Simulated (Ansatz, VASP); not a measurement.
# ThTi2O6 in two plane-wave programs

Aim: how closely do two programs agree when they are given the same cell, functional and k mesh? Of the first pair: The structure shown is the start of the Ansatz relaxation below; VASP solves that cell, so the two are compared at the walk's first step.

Method: plane waves, with VASP 6.6.1 beside it; single point at PBEsol, in Ansatz 0.2.0.

## Step 1: The starting structure

It takes space group C2/m (No. 12, monoclinic). The conventional cell has a = 9.883 Å, b = 3.825 Å, c = 7.041 Å, α = 90.00°, β = 119.57°, γ = 90.00°. Nearest to Th lie 8 O at 2.32 to 2.81 Å. Ti has 6 O at 1.86 to 2.10 Å nearest. Nearest to O lie 3 Ti at 1.98 to 2.10 Å and 1 Th at 2.81 Å. O has 2 Ti at 1.86 to 2.06 Å and 1 Th at 2.32 Å nearest. Nearest to O lie 1 Ti at 1.87 Å and 2 Th at 2.33 Å. Farther neighbours and most contacts between anions are not listed.

## Step 2: Ansatz: relaxation, PBEsol

Ansatz runs on its default PAW (the set named soft_2) files.

The two programs are compared at the cell with which this relaxation starts, whose forces are those of its first step.

File input.yaml:

```yaml
crystal:
  lattice:
    - [4.941340871, -1.9123902784, -0.0237753901]
    - [4.941340871, 1.9123902784, -0.0237753901]
    - [-3.4447288526, 0.0, 6.1408061036]
  atoms:
    - { symbol: Th, position: [0.0, 0.0, 0.0] }
    - { symbol: Ti, position: [0.8230816813, 0.8230816813, 0.393668764] }
    - { symbol: Ti, position: [0.1769183187, 0.1769183187, 0.606331236] }
    - { symbol: O, position: [0.2765590088, 0.2765590088, 0.4031988086] }
    - { symbol: O, position: [0.7234409912, 0.7234409912, 0.5968011914] }
    - { symbol: O, position: [0.9746736725, 0.9746736725, 0.3105858808] }
    - { symbol: O, position: [0.0253263275, 0.0253263275, 0.6894141192] }
    - { symbol: O, position: [0.6542763651, 0.6542763651, 0.1092107363] }
    - { symbol: O, position: [0.3457236349, 0.3457236349, 0.8907892637] }
kpoints:
  mp_grid: { grid: [6, 6, 4] }
hamiltonian:
  xc: pbesol
scf:
  occupations: { method: gaussian, width: 0.02 }
output:
  forces: true
  stress: true
  eigenvalues: true
relax:
  adjacent_minimum: "off"
  f_tol: 0.005
  max_steps: 80
  cell: { stress_tol: 0.05, fix: [volume] }
```

Started as:

```bash
> ansatz run input.yaml --threads 16 --pin off --max-ram 61440MiB --backend cuda --events-out ev --progress --plain --runs-dir out
```

Numbers of over 12 decimals in the logs are rounded to 6 here.

Log:

```text
Engine: ansatz 0.2.0, aarch64-unknown-linux-gnu
Pseudopotentials: kind: paw
Pseudopotential: Th, paw, valence charge 12, recommended cutoff 420 eV (normal), Th.paw.azcp
Pseudopotential: Ti, paw, valence charge 12, recommended cutoff 420 eV (normal), Ti.paw.azcp
Pseudopotential: O, paw, valence charge 6, recommended cutoff 420 eV (normal), O.paw.azcp
Functional definition: PBEsol
  exchange = pbesol_x
  correlation = pbesol_c
[...]
Crystal: 9 atoms, lattice volume = 115.745 Å³
Basis set: ecut = 420 eV, 2257 PW (Γ), exchange–correlation on 72×72×96 points (8 copies of the dense FFT grid, shifted against one another)
Bands: 45, of which v1, the nominal top of the filled ones, is band 36 counted from 1 (35 counted from 0)
Symmetry: 4 space group operations
Space group: C2/m (ITA 12), of the structure as read, at distance tolerance 4.9e-5 Å
k-points: 47 of 144
Non-local potential: Th, projectors of the file, l = 0: 3, l = 1: 2, l = 2: 2, l = 3: 3
Non-local potential: Ti, projectors of the file, l = 0: 3, l = 1: 2, l = 2: 3, l = 3: 1
Non-local potential: O, projectors of the file, l = 0: 2, l = 1: 2, l = 2: 1
PAW form: soft (Blöchl's): semilocal exchange-correlation on the pseudo side does not see the compensation charge
PAW frozen core: Th, regenerated for the run's functional, and the local potential with it (the file was generated under x = pbe(κ = 0.804, μ = 0.219515), c = pbe(β = 0.066725))
PAW frozen core: Ti, regenerated for the run's functional, and the local potential with it (the file was generated under x = pbe(κ = 0.804, μ = 0.219515), c = pbe(β = 0.066725))
PAW frozen core: O, regenerated for the run's functional, and the local potential with it (the file was generated under x = pbe(κ = 0.804, μ = 0.219515), c = pbe(β = 0.066725))
PAW one-centre angular grid: Th, 590 points (default); XC on 64 Gauss nodes
PAW one-centre angular grid: Ti, 590 points (default); XC on 64 Gauss nodes
PAW one-centre angular grid: O, 110 points (default); XC on 64 Gauss nodes
Initial density: superposition of atomic densities (neutral atoms: chi_scale 0, normalization atom), corrected by the library's trained network
Initial wavefunctions: pseudopotential atomic-orbital guess
[...]
Functional: x = pbesol(κ = 0.804, μ = 0.123457), c = pbesol(β = 0.046)
SCF iter   1: F=—  HF=-21384.303989 eV  |F-HF|=—  |Δ(HF+E_count)|=         —  Δρ=1.67e-2  dr2=2.67e-1  ethr=1.77e-3  ⟨swp⟩=6.5  Hψ=8751  notcnv=0
preconditioner: auto → Resta (q_TF=auto, 2.521 Å⁻¹)  ε∞=6.4  [insulator: Δε(μ)=2.895 eV  Ē_g=10.915 eV  σ=0.020 eV  W_gap=1.00  n_scr=32 (ndim 8)  ℏωp=25.4 eV  f_vac=0.084  D(μ)=0.00/eV (n_scr^D=0)  ε∞_Penn≈6.4]
SCF iter   2: F=—  HF=-21384.256120 eV  |F-HF|=—  |Δ(HF+E_count)|=   4.79e-2  Δρ=7.01e-3  dr2=5.38e-2  ethr=3.70e-4  ⟨swp⟩=2.0  Hψ=3886  notcnv=0  defer=141
[...]
SCF iter  10: F=-21384.247370 eV  HF=-21384.247370 eV  |F-HF|=4.13e-9  |Δ(HF+E_count)|=   1.96e-8  Δρ=1.98e-6  dr2=4.55e-9  ethr=1.39e-10  ⟨swp⟩=3.0  Hψ=7632  notcnv=0
SCF 1 converged in 10 iterations: F = -21384.247370 eV  dr2 = 4.55e-9
  greatest PAW one-centre occupation: 0.999 electrons in one spin orbital (limit 2), on the Ti atom at site 2 (counted from 0), in its partial waves of l = 0
relax step   1: F+E_penalty+E_count = -21384.24737039 eV  Δ(F+E_penalty+E_count) = +0.000e0 eV  max|allowed force component| = 2.888e-2 eV/Å  Δτ_max = 0.0000 Å  P = -1.966 GPa  Ω = 115.745 Å³  fix = [volume]  reactions: volume -1.966 GPa  (10 SCF iters, dr2 threshold 1.00e-7 eV, accepted)
[...]
relax step   2: F+E_penalty+E_count = -21384.24746067 eV  Δ(F+E_penalty+E_count) = -9.027e-5 eV  max|allowed force component| = 2.251e-2 eV/Å  Δτ_max = 0.0014 Å  P = -1.956 GPa  Ω = 115.745 Å³  energy of the carried Pulay correction = +2.514e-14 eV  fix = [volume]  reactions: volume -1.956 GPa  (5 SCF iters, dr2 threshold 5.21e-8 eV, accepted)
[...]
relax step   3: F+E_penalty+E_count = -21384.24753912 eV  Δ(F+E_penalty+E_count) = -7.846e-5 eV  max|allowed force component| = 1.252e-2 eV/Å  Δτ_max = 0.0013 Å  P = -1.964 GPa  Ω = 115.745 Å³  energy of the carried Pulay correction = -8.006e-17 eV  fix = [volume]  reactions: volume -1.964 GPa  (6 SCF iters, dr2 threshold 3.17e-8 eV, accepted)
[...]
relax step   4: F+E_penalty+E_count = -21384.24757016 eV  Δ(F+E_penalty+E_count) = -3.104e-5 eV  max|allowed force component| = 4.867e-3 eV/Å  Δτ_max = 0.0012 Å  P = -1.982 GPa  Ω = 115.745 Å³  fix = [volume]  reactions: volume -1.982 GPa  (6 SCF iters, dr2 threshold 9.80e-9 eV, accepted)
[...]
relax step   5: F+E_penalty+E_count = -21384.24755072 eV  Δ(F+E_penalty+E_count) = +1.945e-5 eV  max|allowed force component| = 4.831e-3 eV/Å  Δτ_max = 0.0000 Å  P = -1.982 GPa  Ω = 115.745 Å³  fix = [volume]  reactions: volume -1.982 GPa  stress off target by 1.60e-2 GPa on what of the cell is left free  SCF on the basis re-selected at this cell (its energy is not comparable with the rows above)  (5 SCF iters)
[...]
SCF converged after 5 iterations
Free energy (F): -21384.247551 eV
Harris-Foulkes:  -21384.247551 eV  (|F-HF|=1.96e-10)
Internal energy: -21384.247551 eV  (E = F + TS)
E sigma→0 (E₀):  -21384.247551 eV
Fermi energy:    9.804824 eV
--- Per-component energies (eV) ---
  E_band       = -440.332719
  E_kinetic    = 1823.704849
  E_local      = -4962.300563  (includes V_loc(G=0)·N_el)
  E_nonlocal   = 456.702724
  E_hartree    = 1911.461383
  E_xc         = -1020.890852
  E_vxc        = -987.285596  (∫ρ·V_xc dr)
  E_paw        = -14827.279048  (= ΣΔE_a)
  E_vpaw       = -594.091915  (= ΣTr[D̂ρ^β])
  E_aug_tail   = 0.014942  (compensation charges beyond the density's cutoff)
  E_ewald      = -4766.288810
  E_core_change = 0.627825  (= ΣΔE_core)
  E_smearing   = -0.000000  (= −TS)
  E_closure    = 0.000000  (closes the sum)
  Σ components = -21384.247551   (vs F -21384.247551, Δ=0.00e0)
--- Forces (eV/Å), atoms counted from 1 ---
  atom   1  Th     0.00000000     0.00000000     0.00000000
  atom   2  Ti     0.00349834    -0.00000000     0.00178800
  atom   3  Ti    -0.00349834     0.00000000    -0.00178800
  atom   4  O      0.00032904    -0.00000000    -0.00011810
  atom   5  O     -0.00032904     0.00000000     0.00011810
  atom   6  O     -0.00483120    -0.00000000     0.00257523
  atom   7  O      0.00483120     0.00000000    -0.00257523
  atom   8  O      0.00231735    -0.00000000     0.00143307
  atom   9  O     -0.00231735     0.00000000    -0.00143307
  max |Σ_I F_I| component: 0.00e0 eV/Å
--- Stress (GPa, compression-positive) ---
       -1.986458       0.000000       0.010940
        0.000000      -1.971641      -0.000000
        0.010940      -0.000000      -1.987230
  P = ⅓ Tr σ = -1.9818 GPa (-19.818 kbar)
--- Band table (eV; the first three rows and the last of 47) ---
  k-point 0: bands = [... 32 lower, 7.5883, 7.6446, 8.0370, 8.2692, 11.5271, 11.6451, 12.0159, 12.3109, ... 5 higher]
  k-point 1: bands = [... 32 lower, 7.5473, 7.6064, 7.9124, 8.0682, 11.4498, 11.7536, 12.0989, 12.2916, ... 5 higher]
  k-point 2: bands = [... 32 lower, 7.4625, 7.5444, 7.6304, 8.1325, 11.4064, 11.8260, 12.1951, 12.2531, ... 5 higher]
  k-point 46: bands = [... 32 lower, 7.1151, 7.5145, 7.9204, 8.0199, 11.3255, 11.7918, 12.1517, 12.2326, ... 5 higher]
--- Relaxed structure (4 steps of the walk, 4 accepted, 1 SCFs on fresh bases) ---
  F+E_penalty+E_count = -21384.24755072 eV   max|allowed force component| = 4.831e-3 eV/Å   (the final SCF, on the basis selected at the relaxed cell)
  cell:  # Å, volume = 115.7452 Å³
    - [4.946403, -1.911222, -0.027860]
    - [4.946403, 1.911222, -0.027860]
    - [-3.453332, -1.3003014003696715e-19, 6.141156]
  atoms:
    - { symbol: Th, position: [0, 0, 0] }
    - { symbol: Ti, position: [0.823363, 0.823363, 0.394046] }
    - { symbol: Ti, position: [0.176637, 0.176637, 0.605954] }
    - { symbol: O, position: [0.276611, 0.276611, 0.403385] }
    - { symbol: O, position: [0.723389, 0.723389, 0.596615] }
    - { symbol: O, position: [0.974708, 0.974708, 0.310702] }
    - { symbol: O, position: [0.025292, 0.025292, 0.689298] }
    - { symbol: O, position: [0.654186, 0.654186, 0.109053] }
    - { symbol: O, position: [0.345814, 0.345814, 0.890947] }
```

In the SCF lines HF is the Harris–Foulkes energy and dr2 the Hartree energy of the density residual, in eV; the loop may stop once dr2 is under the threshold and the program's other checks hold. Hψ counts applications of the Hamiltonian.

## Step 3: VASP: single point, PBEsol, start cell, pair 1

The same cell, functional, mesh and smearing now go to VASP, with its own data sets.

Lines of VASP's logs that name or quote its potential files are left out, and so is its time.

File INCAR:

```
SYSTEM = ThTi2O6
PREC = Accurate
ENCUT = 520
EDIFF = 1E-06
NELM = 200
ISMEAR = 0
SIGMA = 0.02
LREAL = .FALSE.
ALGO = Normal
GGA = PS
NBANDS = 45
LASPH = .TRUE.
LORBIT = 11
LWAVE = .FALSE.
LCHARG = .FALSE.
ISIF = 2
GGA_COMPAT = .FALSE.
EFERMI = MIDGAP
LMAXMIX = 6
KPAR = 2
```

File POSCAR:

```
ThTi2O6
1.0
    4.9413410000     -1.9123900000     -0.0237750000
    4.9413410000      1.9123900000     -0.0237750000
   -3.4447290000      0.0000000000      6.1408060000
Th Ti O
1 2 6
Direct
    0.0000000000      0.0000000000      0.0000000000
    0.8230815946      0.8230815946      0.3936686047
    0.1769183485      0.1769183485      0.6063312320
    0.2765589816      0.2765589816      0.4031987624
    0.7234409615      0.7234409615      0.5968010743
    0.9746736444      0.9746736444      0.3105857328
    0.0253262987      0.0253262987      0.6894141039
    0.6542763728      0.6542763728      0.1092107195
    0.3457236272      0.3457236272      0.8907892805
```

File KPOINTS:

```
Automatic mesh
0
Gamma
6 6 4
0 0 0
```

Potentials, in the order of the species: Th, Ti_sv and O (PBE family, release 64).

Started as:

```bash
> mpirun -np 2 vasp_std
```

Log:

```text
[banner, memory and clock lines left out]
running    2 mpi-ranks, on    1 nodes
 distrk:  each k-point on    1 cores,    2 groups
 distr:  one band on    1 cores,    1 groups

 POSCAR found type information on POSCAR ThTiO
 POSCAR found :  3 types and       9 ions
|                                                                             |
|               ----> ADVICE to this user running VASP <----                  |
|                                                                             |
|     You enforced a specific xc type in the INCAR file but a different       |
|     [... a line on the potential file left out ...]
|     I HOPE YOU KNOW WHAT YOU ARE DOING!                                     |
|                                                                             |

 LDA part: xc-table for (Slater+PW92), standard interpolation
 POSCAR, INCAR and KPOINTS ok, starting setup
 FFT: planning ... GRIDC
 FFT: planning ... GRID_SOFT
 FFT: planning ... GRID
 WAVECAR not read
 entering main loop
       N       E                     dE             d eps       ncg     rms          rms(c)
DAV:   1     0.106046368350E+04    0.10605E+04   -0.35832E+04  4230   0.178E+03
DAV:   2     0.125547269448E+03   -0.93492E+03   -0.89271E+03  4459   0.526E+02
DAV:   3    -0.947865980616E+02   -0.22033E+03   -0.21632E+03  6028   0.217E+02
DAV:   4    -0.107104119261E+03   -0.12318E+02   -0.12295E+02  6252   0.585E+01
DAV:   5    -0.107769188642E+03   -0.66507E+00   -0.66467E+00  6748   0.111E+01    0.552E+01
DAV:   6    -0.865293274873E+02    0.21240E+02   -0.14013E+02  6520   0.839E+01    0.362E+01
DAV:   7    -0.869439698944E+02   -0.41464E+00   -0.27838E+01  6511   0.331E+01    0.307E+01
DAV:   8    -0.870571505823E+02   -0.11318E+00   -0.81419E+00  5820   0.235E+01    0.828E+00
DAV:   9    -0.865797704528E+02    0.47738E+00   -0.28564E+00  5812   0.134E+01    0.192E+00
DAV:  10    -0.865786712693E+02    0.10992E-02   -0.46352E-01  5892   0.348E+00    0.152E+00
DAV:  11    -0.865740095924E+02    0.46617E-02   -0.58899E-02  6332   0.167E+00    0.827E-01
DAV:  12    -0.865739957071E+02    0.13885E-04   -0.51010E-03  6276   0.490E-01    0.316E-01
DAV:  13    -0.865737945451E+02    0.20116E-03   -0.56619E-03  6268   0.348E-01    0.107E-01
DAV:  14    -0.865737347255E+02    0.59820E-04   -0.13661E-03  5884   0.212E-01    0.111E-01
DAV:  15    -0.865737281982E+02    0.65273E-05   -0.18315E-04  6076   0.939E-02    0.496E-02
DAV:  16    -0.865737267214E+02    0.14769E-05   -0.14353E-04  6220   0.622E-02    0.225E-02
DAV:  17    -0.865737230069E+02    0.37144E-05   -0.33518E-05  5828   0.368E-02    0.659E-03
DAV:  18    -0.865737234035E+02   -0.39652E-06   -0.18204E-06  3396   0.105E-02
   1 F= -.86573723E+02 E0= -.86573723E+02  d E =0.000000E+00
```

OUTCAR, selected parts (step 3):

```text
ion  position               nearest neighbor table
   1  0.000  0.000  0.000-   6 2.32   7 2.32   8 2.33   8 2.33   9 2.33   9 2.33   4 2.81   5 2.81

  LATTYP: Found a base centered monoclinic cell.
 ALAT       =     9.8827963915
 B/A-ratio  =     0.3870139431
 C/A-ratio  =     0.7124499950
 COS(beta)  =    -0.4934293164

 Subroutine GETGRP returns: Found  4 space group operations
 (whereof  4 operations were pure point group operations)

The static configuration has the point symmetry C_2h.

 Found     47 irreducible k-points:

   k-points           NKPTS =     47   k-points in BZ     NKDIM =     47   number of bands    NBANDS=     45

   dimension x,y,z NGX =    40 NGY =   40 NGZ =   54
   dimension x,y,z NGXF=    80 NGYF=   80 NGZF=  108

   ENCUT  =  520.0 eV  38.22 Ry    6.18 a.u.   9.85  9.85 13.09*2*pi/ulx,y,z

   NELECT =      72.0000    total number of electrons

 k-points in reciprocal lattice and weights: Automatic mesh
   0.00000000  0.00000000  0.00000000       0.007
   0.16666667 -0.00000000 -0.00000000       0.028
   0.33333333  0.00000000 -0.00000000       0.028
   0.50000000 -0.00000000  0.00000000       0.014
   0.16666667  0.16666667 -0.00000000       0.014
   0.33333333  0.16666667  0.00000000       0.028
   0.50000000  0.16666667 -0.00000000       0.028
  -0.33333333  0.16666667  0.00000000       0.028
  -0.16666667  0.16666667  0.00000000       0.014
[...]
-0.33333333  0.33333333  0.50000000       0.014
   0.50000000  0.50000000  0.50000000       0.007

 average (electrostatic) potential at core
       1 -58.4250       2 -76.5651       3 -76.5650       4 -70.0320       5 -70.0320
       6 -69.8949       7 -69.8949       8 -69.8191       9 -69.8190

 E-fermi :   4.8712

 k-point     1 :       0.0000    0.0000    0.0000
  band No.  band energies     occupation
    ...
     32       2.4915      2.00000
     33       2.6577      2.00000
     34       2.7229      2.00000
     35       3.1049      2.00000
     36       3.3514      2.00000
     37       6.5920      0.00000
     38       6.6975      0.00000
     39       7.0820      0.00000
     40       7.3785      0.00000
     41       7.7489      0.00000
    ...

 k-point     2 :       0.1667   -0.0000   -0.0000
  band No.  band energies     occupation
    ...
     32       2.3998      2.00000
     33       2.6028      2.00000
     34       2.8679      2.00000
     35       3.0903      2.00000
     36       3.3173      2.00000
     37       6.6861      0.00000
     38       6.9031      0.00000
     39       7.0514      0.00000
     40       7.1671      0.00000
     41       7.4390      0.00000
    ...

 k-point     3 :       0.3333    0.0000   -0.0000
  band No.  band energies     occupation
    ...
     32       2.3717      2.00000
     33       2.5613      2.00000
     34       2.8745      2.00000
     35       2.9831      2.00000
     36       3.3596      2.00000
     37       6.7784      0.00000
     38       6.8850      0.00000
     39       7.1069      0.00000
     40       7.3957      0.00000
     41       7.4208      0.00000
    ...

  Total       -0.9101731     -1.0789715     -1.0029943      0.0000000      0.0000000     -0.0312520
  in kB      -12.5988725    -14.9354273    -13.8837286      0.0000000      0.0000000     -0.4325987
  external PRESSURE =     -13.8060095 kB  Pullay stress =       0.0000000 kB

  energy-cutoff  :      520.00
  volume of cell :      115.75
      direct lattice vectors                 reciprocal lattice vectors
     4.941341000 -1.912390000 -0.023775000     0.101460952 -0.261452946  0.056915246
     4.941341000  1.912390000 -0.023775000     0.101460952  0.261452946  0.056915246
    -3.444729000  0.000000000  6.140806000     0.000785641  0.000000000  0.163285784

 POSITION                                       TOTAL-FORCE (eV/Angst)
 -----------------------------------------------------------------------------------
      0.00000      0.00000      0.00000         0.000000      0.000000      0.000000
      6.77817      0.00000      2.37830        -0.002213      0.000000      0.064815
     -0.34022      0.00000      3.71495         0.002213      0.000000     -0.064815
      1.34423      0.00000      2.46281         0.005723     -0.000000     -0.010623
      5.09372      0.00000      3.63044        -0.005723      0.000000      0.010623
      8.56251      0.00000      1.86090         0.045729      0.000000     -0.013569
     -2.12455      0.00000      4.23235        -0.045729      0.000000      0.013569
      6.08980      0.00000      0.63953        -0.010012      0.000000     -0.062395
      0.34815      0.00000      5.45372         0.010012      0.000000      0.062395
 -----------------------------------------------------------------------------------
    total drift:                                0.000127      0.000000      0.004465

  FREE ENERGIE OF THE ION-ELECTRON SYSTEM (eV)
  ---------------------------------------------------
  free  energy   TOTEN  =       -86.5737234035 eV

  energy  without entropy=      -86.5737234035  energy(sigma->0) =      -86.57372340

 total charge
# of ion       s       p       d       f       tot
--------------------------------------------------
    1        2.108   5.921   0.867   0.615   9.511
    2        2.230   6.295   1.782   0.000  10.307
    3        2.230   6.295   1.782   0.000  10.307
    4        1.560   3.475   0.000   0.000   5.035
    5        1.560   3.475   0.000   0.000   5.035
    6        1.569   3.482   0.000   0.000   5.052
    7        1.569   3.482   0.000   0.000   5.052
    8        1.572   3.482   0.000   0.000   5.055
    9        1.572   3.482   0.000   0.000   5.055
--------------------------------------------------
tot         15.970  39.391   4.431   0.615  60.407

[... 3 further parts left out ...]
```

This run has no spin polarisation, so a moment on Ti, if there is one, isn't seen.

## Step 4: Differences

Known differences besides the potentials themselves: the cutoff is 420 eV in Ansatz and 520 eV in VASP; Ansatz makes its cores anew for this functional, VASP keeps those of its PBE data sets. Total energies have different zeros and are not compared.

Forces (eV/Å; atoms numbered as in POSCAR):

| atom | Ansatz x, y, z | VASP x, y, z |
| --- | --- | --- |
| Th1 | 0.000, 0.000, 0.000 | 0.000, 0.000, 0.000 |
| Ti2 | 0.010, 0.000, 0.029 | -0.002, 0.000, 0.065 |
| Ti3 | -0.010, 0.000, -0.029 | 0.002, 0.000, -0.065 |
| O4 | 0.004, 0.000, 0.001 | 0.006, 0.000, -0.011 |
| O5 | -0.004, 0.000, -0.001 | -0.006, 0.000, 0.011 |
| O6 | 0.005, 0.000, 0.012 | 0.046, 0.000, -0.014 |
| O7 | -0.005, 0.000, -0.012 | -0.046, 0.000, 0.014 |
| O8 | -0.013, 0.000, -0.020 | -0.010, 0.000, -0.062 |
| O9 | 0.013, 0.000, 0.020 | 0.010, 0.000, 0.062 |

The forces differ by 20 meV/Å r.m.s., which is 73.0 % of the r.m.s. force of 0.028 eV/Å (both taken over all components).

## Step 5: Further runs

Further runs change the set-up of one program: Ansatz's method, potentials or start, or VASP's data sets, cutoff or form of LDA. The table gives that difference for each run.

| run | r.m.s. force difference (meV/Å) |
| --- | --- |
| as above | 20 |
| VASP with a cutoff of 600 eV (perhaps on Ansatz's relaxed cell) | 19 |

[end of part 1 of 2]

[Lines on the potential files, build, host, timing and source positions are cut from VASP's logs without a mark.]

[Logs are printed without paths, hosts, clocks, repeated set-up lines and the standing remarks that a program may print on its own settings, such as how far it seeks lower states.]

[Hosts, paths, dates, database ids (printed as entryN), source tags and the programs' standing remarks are cut or masked in the printed files.]

[Rows of further runs with another cutoff or data set may stand on the cell that Ansatz relaxed, not on the start cell of the pair above them.]
